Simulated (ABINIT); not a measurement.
## CuO (Tenorite): single point with PBE

The system is CuO (Tenorite).

```xyz
4
Lattice="2.3418 -1.7113 0.0000 2.3418 1.7113 0.0000 -0.8500 0.0000 5.0579" Properties=species:S:1:pos:R:3 pbc="T T T"
Cu    0.7459   -0.8557    2.5289
Cu    1.1709    0.8557    0.0000
O     1.7043    0.2793    3.7934
O     2.1293   -0.2793    1.2645
```

```yaml
Program: ABINIT 10.8.3 (patched build)
Task: single point
Functional: PBE
Potentials_or_basis: PseudoDojo NC SR PBE v0.4 stringent
Cutoff: 1415 eV
k_mesh: 8 × 8 × 4
Occupations: fermi-dirac, width 0.05 eV
Spin: no spin polarisation
```

```yaml
Pressure: 5.6 GPa
Largest_force: 0.284 eV/Å
Band_gap_on_the_k_mesh: none (metal or under the smearing width)
Valence_electrons_inside_the_program's_atomic_spheres: Cu 17.30; O 6.20
```

Forces in eV/Å, atoms in the order of the input:
```
Cu   0.000  0.000  0.000
Cu   0.000  0.000  0.000
O    0.000 -0.284  0.000
O    0.000  0.284  0.000
```

Stress tensor (GPa, compression positive):
```
 5.22  0.00 -1.00
 0.00  6.87  0.00
-1.00  0.00  4.56
```

Levels at points of the mesh, in eV from the Fermi level:
```
           k point  band 21  band 22  band 23  band 24  band 25  band 26  band 27  band 28  band 29  band 30
(0.00, 0.00, 0.00)    -2.34    -2.17    -2.11    -1.61     0.20     0.92     1.68     5.99     8.10    13.33
(0.50, 0.00, 0.00)    -2.00    -1.56    -1.50    -1.36    -0.02     0.23     4.81     6.26     6.89    11.07
(0.50, 0.50, 0.00)    -2.08    -2.08    -1.66    -1.17    -0.63     1.05     3.29     7.05     8.45     9.96
(0.00, 0.00, 0.50)    -2.18    -2.18    -1.50    -1.50     0.22     0.22     3.89     3.89    11.64    11.64
(0.50, 0.00, 0.50)    -2.16    -2.09    -1.68    -1.56    -0.09     0.73     5.06     6.48     8.01     8.52
(0.50, 0.50, 0.50)    -1.62    -1.62    -1.26    -1.26    -0.43    -0.43     5.17     5.17     8.96     8.96
```

Wall time 8.6 min on 1 thread of Arm Neoverse V1, on a shared host, peak memory 0.24 GiB.

Caveat: the run has no spin polarisation, though such a crystal can be magnetic; semilocal functionals often make such compounds metallic where correlation or magnetic order opens a gap, which also shifts bond lengths. With open d or f shells a metallic result of PBE can be an artefact of self-interaction; +U or a hybrid may open a gap.
